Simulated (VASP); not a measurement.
# C (Fd-3m) in VASP: a series of runs

Runs on C. Level: PBEsol. Tasks: single point, relaxation of cell and atoms.

Everything below comes from runs of VASP 6.6.1. Logs are shortened: lines on timing, memory, paths and dates and some standing lists are left out, and cuts for length are marked.

## Step 1: Starting point

The structure is cubic, space group Fd-3m (No. 227). The conventional cell has a = 3.567 Å, b = 3.567 Å, c = 3.567 Å, α = 90.00°, β = 90.00°, γ = 90.00°. C (site symmetry -43m) has 4 C at 1.54 Å as nearest neighbours.

This isn't the form of C at room conditions, which is graphite.

## Step 2: Single point, PBEsol

File INCAR:

```
ALGO = Normal
EDIFF = 1E-7
ENCUT = 520
GGA = PS
ISIF = 2
ISMEAR = 0
LASPH = T
LCHARG = F
LREAL = F
LWAVE = F
NELM = 60
PREC = Accurate
SIGMA = 0.02
```

File KPOINTS:

```
k-points
0
Gamma
  12 12 12
```

File POSCAR:

```
C
1.0
    0.0000000000      1.7834000000      1.7834000000
    1.7834000000      0.0000000000      1.7834000000
    1.7834000000      1.7834000000      0.0000000000
C
2
Direct
    0.5000000000      0.5000000000      0.5000000000
    0.7500000000      0.7500000000      0.7500000000
```

Potentials or basis: VASP PAW PBE potentials, release 64 (C).

Started as:

```
$ cat potpaw_PBE.64/C/POTCAR > POTCAR
$ mpirun -np 1 vasp_std > vasp.out
```

OUTCAR:

```text
EDIFF = 1E-7
   ENCUT = 520
   GGA = PS
   ISIF = 2
   ISMEAR = 0
   LASPH = T
   LREAL = F
   NELM = 60
   PREC = Accurate

 ion  position               nearest neighbor table
   1  0.500  0.500  0.500-   2 1.54   2 1.54   2 1.54   2 1.54
   2  0.750  0.750  0.750-   1 1.54   1 1.54   1 1.54   1 1.54

  LATTYP: Found a face centered cubic cell.
 ALAT       =     3.5668000000

  Lattice vectors:

 A1 = (   0.0000000000,   1.7834000000,   1.7834000000)
 A2 = (   1.7834000000,   0.0000000000,   1.7834000000)
 A3 = (   1.7834000000,   1.7834000000,   0.0000000000)

Analysis of symmetry for initial positions (statically):
=====================================================================
 Subroutine PRICEL returns:
 Original cell was already a primitive cell.

 Routine SETGRP: Setting up the symmetry group for a
 face centered cubic supercell.

 Subroutine GETGRP returns: Found 48 space group operations
 (whereof 24 operations were pure point group operations)
 out of a pool of 48 trial point group operations.

The static configuration has the point symmetry T_d .
 The point group associated with its full space group is O_h .

Analysis of symmetry for dynamics (positions and initial velocities):
=====================================================================
 Subroutine PRICEL returns:
 Original cell was already a primitive cell.

 Routine SETGRP: Setting up the symmetry group for a
 face centered cubic supercell.

 Subroutine GETGRP returns: Found 48 space group operations
 (whereof 24 operations were pure point group operations)
 out of a pool of 48 trial point group operations.

The dynamic configuration has the point symmetry T_d .
 The point group associated with its full space group is O_h .

 Subroutine INISYM returns: Found 48 space group operations
 (whereof 24 operations are pure point group operations),
 and found     1 'primitive' translations

----------------------------------------------------------------------------------------

                                     Primitive cell

  volume of cell :      11.3443

  direct lattice vectors                    reciprocal lattice vectors
     0.000000000  1.783400000  1.783400000    -0.280363351  0.280363351  0.280363351
     1.783400000  0.000000000  1.783400000     0.280363351 -0.280363351  0.280363351
     1.783400000  1.783400000  0.000000000     0.280363351  0.280363351 -0.280363351

  length of vectors
     2.522108467  2.522108467  2.522108467     0.485603568  0.485603568  0.485603568

  position of ions in fractional coordinates (direct lattice)
     0.500000000  0.500000000  0.500000000
     0.750000000  0.750000000  0.750000000

  ion indices of the primitive-cell ions
   primitive index   ion index
                 1           1
                 2           2

----------------------------------------------------------------------------------------

 KPOINTS: k-points

Automatic generation of k-mesh.
 Grid dimensions read from file:
 generate k-points for:   12   12   12

 Generating k-lattice:

  Cartesian coordinates                     Fractional coordinates (reciprocal lattice)
    -0.023363613  0.023363613  0.023363613     0.083333333  0.000000000  0.000000000
     0.023363613 -0.023363613  0.023363613     0.000000000  0.083333333  0.000000000
     0.023363613  0.023363613 -0.023363613     0.000000000  0.000000000  0.083333333

  Length of vectors
     0.040466964  0.040466964  0.040466964

  Shift w.r.t. Gamma in fractional coordinates (k-lattice)
     0.000000000  0.000000000  0.000000000

 Subroutine IBZKPT returns following result:
 ===========================================

 Found     72 irreducible k-points:

 Following reciprocal coordinates:
            Coordinates               Weight
  0.000000  0.000000  0.000000      1.000000
  0.083333  0.000000  0.000000      8.000000
  0.166667  0.000000  0.000000      8.000000
  0.250000  0.000000  0.000000      8.000000
  0.333333  0.000000  0.000000      8.000000
  0.416667  0.000000  0.000000      8.000000
[... 16 lines left out ...]
  0.500000  0.166667  0.000000     24.000000
 -0.416667  0.166667  0.000000     24.000000
 [... further k-points ...]
   k-points           NKPTS =     72   k-points in BZ     NKDIM =     72   number of bands    NBANDS=      8
   number of dos      NEDOS =    301   number of ions     NIONS =      2
   total plane-waves  NPLWV =   8000
   dimension x,y,z NGX =    20 NGY =   20 NGZ =   20
   dimension x,y,z NGXF=    40 NGYF=   40 NGZF=   40
   ions per type =               2
   NGX,Y,Z   is equivalent  to a cutoff of  13.18, 13.18, 13.18 a.u.
   NGXF,Y,Z  is equivalent  to a cutoff of  26.37, 26.37, 26.37 a.u.
 SYSTEM =  unknown system
   PREC   = accura    normal or accurate (medium, high low for compatibility)
   ISTART =      0    job   : 0-new  1-cont  2-samecut
   ICHARG =      2    charge: 1-file 2-atom 10-const
   ISPIN  =      1    spin polarized calculation?
   LNONCOLLINEAR =      F non collinear calculations
   LSORBIT =      F    spin-orbit coupling
   LASPH  =      T    aspherical Exc in radial PAW
   ENCUT  =  520.0 eV  38.22 Ry    6.18 a.u.   4.69  4.69  4.69*2*pi/ulx,y,z
   NELM   =     60;   NELMIN=  2; NELMDL= -5     # of ELM steps
   EDIFF  = 0.1E-06   stopping-criterion for ELM
   LREAL  =      F    real-space projection
   EDIFFG = 0.1E-05   stopping-criterion for IOM
   NSW    =      0    number of steps for IOM
   IBRION =     -1    ionic relax: 0-MD 1-quasi-New 2-CG
   NFREE  =      0    steps in history (QN), initial steepest desc. (CG)
   ISIF   =      2    stress and relaxation
   ISYM   =      2    0-nonsym 1-usesym 2-fastsym
   POTIM  = 0.5000    time-step for ionic-motion
   TEBEG  =    0.0;   TEEND  =   0.0 temperature during run
   PSTRESS=    0.0 pullay stress
   NELECT =       8.0000    total number of electrons
   NUPDOWN=      -1.0000    fix difference up-down
   EMIN   =  10.00;   EMAX   =-10.00  energy-range for DOS
   EFERMI =   0.00;   METHOD = LEGACY
   ISMEAR =     0;   SIGMA  =   0.02  broadening in eV -4-tet -1-fermi 0-gaus
   EFERMI_NEDOS =   21; number of points for ismear=-14 and -15
   IALGO  =     38    algorithm
   IMIX   =      4    mixing-type and parameters
     AMIX     =   0.40;   BMIX     =  1.00
     AMIX_MAG =   1.60;   BMIX_MAG =  1.00
  volume/ion in A,a.u.               =       5.67        38.28
  Fermi-wavevector in a.u.,A,eV,Ry     =   1.457178  2.753668 28.890189  2.123369
  Thomas-Fermi vector in A             =   2.574010
   LORBIT       =      0    0 simple, 1 ext, 2 COOP (PROOUT), +10 PAW based schemes
   GGA     = PS    functional components
   LHFCALC =     F    Hartree Fock is set to
   AEXX    =    0.0000 exact exchange contribution
   IVDW    =     0    specifies the selected vdW correction
   LEPSILON=     F    determine dielectric tensor
   LRPA    =     F    only Hartree local field effects (RPA)
 non-spin polarized calculation
 Gauss-broadening in eV      SIGMA  =   0.02
  energy-cutoff  :      520.00
  volume of cell :       11.34
 maximum number of plane-waves:       316
   NGX =  9   NGY =  9   NGZ =  9

 number of electron       7.9999999 magnetization

 Free energy of the ion-electron system (eV)
  ---------------------------------------------------
  ext. energy  EPLUGINS =         0.00000000
  ---------------------------------------------------
  free energy    TOTEN  =       -19.24882880 eV

  energy without entropy =      -19.24882880  energy(sigma->0) =      -19.24882880

 E-fermi :   9.8745     XC(G=0): -13.4327

 val. band max:        9.7088770043   @ k =   0.0000   0.0000   0.0000
 cond. band min:      13.7440589483   @ k =   0.3333   0.3333   0.0000
 fundamental gap:      4.0351819440
 Fermi energy:         9.8744684223

 k-point     1 :       0.0000    0.0000    0.0000
  band No.  band energies     occupation
      1     -11.8126      2.00000
      2       9.7089      2.00000
      3       9.7089      2.00000
      4       9.7089      2.00000
      5      15.2478      0.00000
      6      15.2478      0.00000
      7      15.2478      0.00000
      8      23.0764      0.00000

 k-point     2 :       0.0833    0.0000    0.0000
  band No.  band energies     occupation
      1     -11.6197      2.00000
      2       8.4739      2.00000
      3       9.3831      2.00000
      4       9.3831      2.00000
      5      15.6737      0.00000
      6      15.6737      0.00000
      7      15.9674      0.00000
      8      23.2315      0.00000

 k-point     3 :       0.1667    0.0000    0.0000
  band No.  band energies     occupation
      1     -11.0434      2.00000
      2       5.9318      2.00000
      3       8.6781      2.00000
      4       8.6781      2.00000
      5      16.5958      0.00000
      6      16.5958      0.00000
      7      17.0622      0.00000
      8      23.6734      0.00000

 k-point     4 :       0.2500    0.0000    0.0000
  band No.  band energies     occupation
      1     -10.0917      2.00000
      2       3.0858      2.00000
      3       7.9530      2.00000
      4       7.9530      2.00000
      5      17.4487      0.00000
      6      17.4487      0.00000
      7      17.8227      0.00000
      8      24.2841      0.00000

 k-point     5 :       0.3333    0.0000    0.0000
  band No.  band energies     occupation
      1      -8.7849      2.00000
      2       0.2959      2.00000
      3       7.3785      2.00000
      4       7.3785      2.00000
      5      17.9254      0.00000
      6      17.9254      0.00000
      7      18.2583      0.00000
      8      24.8312      0.00000
[... 177 lines left out ...]
 k-point    22 :       0.4167    0.1667    0.0000
  band No.  band energies     occupation
      1      -7.6238      2.00000
      2      -0.1039      2.00000
      3       5.4230      2.00000
      4       5.6297      2.00000
      5      16.2825      0.00000
      6      20.6504      0.00000
      7      20.8007      0.00000
      8      22.2545      0.00000

 k-point    23 :       0.5000    0.1667    0.0000
  band No.  band energies     occupation
      1      -6.0234      2.00000
      2      -2.3653      2.00000
      3       4.6998      2.00000
      4       5.7193      2.00000
      5      16.6925      0.00000
      6      20.3726      0.00000
      7      20.9154      0.00000
      8      23.8703      0.00000

 k-point    24 :      -0.4167    0.1667    0.0000
  band No.  band energies     occupation
      1      -5.5812      2.00000
      2      -2.8942      2.00000
      3       4.2084      2.00000
      4       6.1013      2.00000
      5      17.1315      0.00000
      6      19.8819      0.00000
      7      20.8871      0.00000
      8      25.0471      0.00000

 [... further k-points ...]
[... 5 lines left out ...]
  --------------------------------------------------------------------------------------
  -------------------------------------------------------------------------------------
  Total       -0.2675135     -0.2675135     -0.2675135     -0.0000000      0.0000000      0.0000000
  in kB      -37.7815632    -37.7815632    -37.7815632     -0.0000000      0.0000000      0.0000000
  external PRESSURE =     -37.7815632 kB  Pullay stress =       0.0000000 kB

 VOLUME and BASIS-vectors are now :
 -----------------------------------------------------------------------------
  energy-cutoff  :      520.00
  volume of cell :       11.34
      direct lattice vectors                 reciprocal lattice vectors
     0.000000000  1.783400000  1.783400000    -0.280363351  0.280363351  0.280363351
     1.783400000  0.000000000  1.783400000     0.280363351 -0.280363351  0.280363351
     1.783400000  1.783400000  0.000000000     0.280363351  0.280363351 -0.280363351

 POSITION                                       TOTAL-FORCE (eV/Angst)
 -----------------------------------------------------------------------------------
      1.78340      1.78340      1.78340        -0.000000     -0.000000     -0.000000
      2.67510      2.67510      2.67510         0.000000      0.000000      0.000000
 -----------------------------------------------------------------------------------
    total drift:                                0.000000     -0.000000      0.000000

  FREE ENERGIE OF THE ION-ELECTRON SYSTEM (eV)
  ---------------------------------------------------
  free  energy   TOTEN  =       -19.2488288042 eV

  energy  without entropy=      -19.2488288042  energy(sigma->0) =      -19.24882880
```

It took 3.9 s on 1 thread of Intel Xeon Platinum 8559C (Emerald Rapids), shared host; peak memory 0.11 GiB.

What came out:

```
Free energy            : -19.2488 eV
Pressure               : -3.8 GPa
Band gap on the k mesh : 4.04 eV, indirect (least direct gap 5.54 eV)
```

Levels at points of the mesh, in eV from the valence-band top:
```
           k point  band 1  band 2  band 3  band 4  band 5  band 6  band 7  band 8
(0.00, 0.00, 0.00)  -21.52    0.00    0.00    0.00    5.54    5.54    5.54   13.37
(0.50, 0.00, 0.00)  -15.69  -13.46   -2.81   -2.81    8.38    8.38    8.84   15.49
(0.50, 0.50, 0.00)  -12.78  -12.78   -6.34   -6.34    4.60    4.60   16.79   16.79
```

Caveat: the PAW data sets were made with another functional, which shifts forces and pressure a little. A k mesh can miss the band edges.

## Step 3: Relaxation of cell and atoms, PBEsol

File INCAR:

```
SYSTEM = C
ALGO     = Normal         ! electronic algorithm
EDIFF    = 1E-7           ! SCF threshold, eV
EDIFFG   = -0.005         ! ionic threshold
ENCUT    = 580            ! plane-wave cutoff, eV
GGA      = PS             ! functional
IBRION   = 2              ! ionic algorithm
ISIF     = 3              ! what is computed and relaxed
ISMEAR   = 0              ! smearing method
LASPH    = .True.         ! aspherical terms in the spheres
LCHARG   = .False.        ! write CHGCAR
LREAL    = .False.        ! projectors in reciprocal space
LWAVE    = .False.        ! write WAVECAR
NELM     = 60             ! most SCF steps
NSW      = 90             ! ionic steps
PREC     = Accurate       ! precision mode
SIGMA    = 0.02           ! smearing width, eV
```

File KPOINTS:

```
k-points
0
Gamma
  12 12 12
  0 0 0
```

POSCAR is that of step 2.

Potentials or basis: VASP PAW PBE potentials, release 64 (C).

Started as:

```
$ cat potpaw_PBE.64/C/POTCAR > POTCAR
$ mpirun -np 1 vasp_std > vasp.out
```

It took 7.5 s on 1 thread of Intel Xeon Platinum 8559C (Emerald Rapids), shared host; peak memory 0.12 GiB.

Results (log left out):

```
Free energy                            : -19.2533 eV
Relaxed volume                         : 5.62 Å³/atom
Relaxed cell                           : a = 2.514 Å, b = 2.514 Å, c = 2.514 Å, α = 60.00°, β = 60.00°, γ = 60.00°
Space group after relaxing (to 0.05 Å) : Fd-3m (No. 227)
Energy gained by relaxing              : 0.7 meV/atom
Ionic steps                            : 3
Pressure after relaxing                : 0.0 GPa
Band gap on the k mesh                 : 4.06 eV, indirect (least direct gap 5.57 eV)
```

The path:
```
step  energy change (eV)  largest force (eV/Å)  pressure (GPa)  volume (Å³)
   1              0.0000                0.0000           -4.28        11.34
   2              0.0009                0.0000            5.64        11.10
   3             -0.0015                0.0000           -0.01        11.23
```

Final structure:
```
CELL_PARAMETERS angstrom
0.00000 1.77764 1.77764
1.77764 0.00000 1.77764
1.77764 1.77764 0.00000
ATOMIC_POSITIONS crystal
C 0.50000 0.50000 0.50000
C 0.75000 0.75000 0.75000
```

Levels at points of the mesh, in eV from the valence-band top:
```tsv
k point	band 1	band 2	band 3	band 4	band 5	band 6	band 7	band 8
(0.00, 0.00, 0.00)	-21.65	0.00	0.00	0.00	5.57	5.57	5.57	13.59
(0.50, 0.00, 0.00)	-15.76	-13.57	-2.84	-2.84	8.42	8.42	8.97	15.57
(0.50, 0.50, 0.00)	-12.85	-12.85	-6.40	-6.40	4.62	4.62	16.93	16.93
```

Caveat: the PAW data sets were made with another functional, which shifts forces and pressure a little.
